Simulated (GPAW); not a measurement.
The system is Zn.

```
CELL_PARAMETERS angstrom
0.00000 1.96478 1.96478
1.96478 0.00000 1.96478
1.96478 1.96478 0.00000
ATOMIC_POSITIONS crystal
Zn 0.00000 0.00000 0.00000
```

This isn't the form of Zn at room conditions, which is hcp.

Base run:

```yaml
Program: GPAW 26.7.0
Functional: RPBE
Potentials_or_basis: the program's PAW data sets (release 1.2.1) made for this functional
Cutoff: 600 eV
Basis: pw
k_mesh: 12 × 12 × 12
Occupations: gaussian, width 0.1 eV
Spin: no spin polarisation
```

Its results: band gap on the k mesh none (metal or under the smearing width); pressure 2.7 GPa.

The run is repeated on the same cell with these changes: functional from RPBE to PBEsol; potentials or basis from the program's PAW data sets (release 1.2.1) made for this functional to PAW data sets generated in the run's folder for this functional. What comes out?

Band gap on the k mesh none (metal or under the smearing width); pressure -5.4 GPa.
